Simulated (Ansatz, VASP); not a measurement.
Two plane-wave programs on Y

File INCAR:

```
SYSTEM = Y
  PREC = Accurate
  ENCUT = 520
  EDIFF = 1E-6
  ISMEAR = -1
  SIGMA = 0.1
  LREAL = .FALSE.
  LASPH = .TRUE.
  NELM = 80
  ALGO = Normal
  ISIF = 2
  LWAVE = .FALSE.
  LCHARG = .FALSE.
  GGA = PS
  NBANDS = 30
```

File KPOINTS:

```
regular mesh
0
G
  12 12 3
  0 0 0
```

The input POSCAR:

```
Y
1.0
    3.4469387864      0.0000000000      0.0000000000
   -1.7234693932      2.9851365543      0.0000000000
    0.0000000000      0.0000000000     11.0758016751
Y
4
Direct
    0.0000000000      0.0000000000      0.0000000000
    0.0000000000      0.0000000000      0.5000000000
    0.3333333333      0.6666666667      0.2500000000
    0.6666666667      0.3333333333      0.7500000000
```

Input for Ansatz:

```yaml
crystal:
  lattice:
    - [3.4469387864, 0.0, 0.0]
    - [-1.7234693932, 2.9851365543, 0.0]
    - [0.0, 0.0, 11.0758016751]
  atoms:
    - { symbol: "Y", position: [0.0, 0.0, 0.0] }
    - { symbol: "Y", position: [0.0, 0.0, 0.5] }
    - { symbol: "Y", position: [0.3333333333, 0.6666666667, 0.25] }
    - { symbol: "Y", position: [0.6666666667, 0.3333333333, 0.75] }
hamiltonian:
  xc: pbesol
  pseudopotentials:
    kind: paw
    azcp:
      "Y": "pseudopotentials/Y.paw.azcp"
basis:
  ecutwfc: 420
  fft_grid_basis: typed
kpoints:
  mp_grid: { grid: [12, 12, 3], shift: [0, 0, 0] }
magnetization:
  spin_polarized: false
scf:
  occupations: { method: fermi_dirac, width: 0.1 }
  lower_state_search: "off"
output:
  stress: true
```

Alike in both runs: task single point; functional PBEsol; k mesh 12 × 12 × 3; occupations fermi-dirac, width 0.1 eV; no spin polarisation.

```csv
,VASP,Ansatz
version,VASP 6.6.1,Ansatz 0.2.0
potentials or method,"VASP PAW PBE potentials, release 64 (Y_sv)","plane waves (420 eV) with PAW, scalar-relativistic"
plane-wave cutoff (eV),520,420
valence electrons in the cell,44,44
```

```tsv
	VASP	Ansatz	Ansatz less VASP
pressure (GPa)	3.8	3.9	+0.14
largest component of the traceless stress (GPa)	0.08	0.08	-0.006
```

Ansatz warned: «pseudo_functional_mismatch».

Caveats: the PAW data sets were made with another functional, which shifts forces and pressure a little (VASP).
